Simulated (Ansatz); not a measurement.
Runs of Ansatz 0.2.0 on Co. Symmetry: Im-3m, No. 229, cubic system. Conventional cell: a = 2.805 Å, b = 2.805 Å, c = 2.805 Å, α = 90.00°, β = 90.00°, γ = 90.00°. Co (site symmetry m-3m) is surrounded by 8 Co at 2.43 Å. This isn't the form of Co at room conditions, which is hcp.

```tsv
task	level	potentials or basis	spin	U	cell	cutoff (eV)	smearing	double counting	hubbard projectors	points for each segment of the path	other keys	gap on the mesh (eV)	pressure (GPa)	moment (μB)
single point	PBE	Ansatz PAW	collinear, ferromagnetic start	-	as given	420	fermi-dirac 0.05 eV	-	-	-	-	none	0.6	(a)
single point	PBE	Ansatz PAW	collinear, ferromagnetic start	-	cell strained at random at fixed volume	420	fermi-dirac 0.05 eV	-	-	-	-	none	0.6	1.71
ladder of functionals	BLYP+D3(BJ)	SPMS NC	collinear, random start	-	as given	844	tetrahedron	-	-	-	basis.ecutrho_ratio = 4; kpoints.mp_grid.shift = [0.5, 0.5, 0.5]	none	(b)	1.69
single point	PBE+U	JTH PAW	collinear, ferromagnetic start	Co d U = 2 eV	as given	1320	tetrahedron	fll	ortho-atomic (the default)	-	-	none	7.2	1.85
band structure	RPBE+U	Ansatz PAW polarizable	collinear, ferromagnetic start	Co d U = 1 eV	volume scaled by 1.15	420	cold 0.025 eV	amf	all-electron-ortho-atomic	14	-	none	-12.6	1.91
density of states	PBEsol+U	Ansatz PAW	collinear, random start	Co d U = 8 eV	cell strained at random at fixed volume	420	methfessel-paxton 0.05 eV	fll (the default)	ortho-atomic (the default)	-	-	none	41.2	2.00
electron localisation function	RPBE+U	JTH PAW	collinear, ferromagnetic start	Co d U = 5.3 eV	cell strained at random at fixed volume	1320	methfessel-paxton 0.1 eV	fll (the default)	ortho-atomic	-	-	none	41.2	1.87
```

Alike in all rows: k mesh 13 × 13 × 13.

**Question.** Estimate the missing entries.

**Answer.** (a) 1.70; (b) -8.1.

Caveats: the magnetic or orbital state may not be the lowest (some runs); the U is typed as a test and isn't derived for this compound (some runs); with tetrahedron occupations forces and stress needn't match the slope of the energy (some runs); the PAW data sets come from PBE, with cores solved anew for the run's functional, which leaves a small shift of forces and pressure (some runs); the potentials were made for another functional, which shifts forces and pressure (some runs); pairwise dispersion overbinds metals, which lowers pressure and volume (some runs).

A gap of «none» marks a metal or a gap under the smearing width.
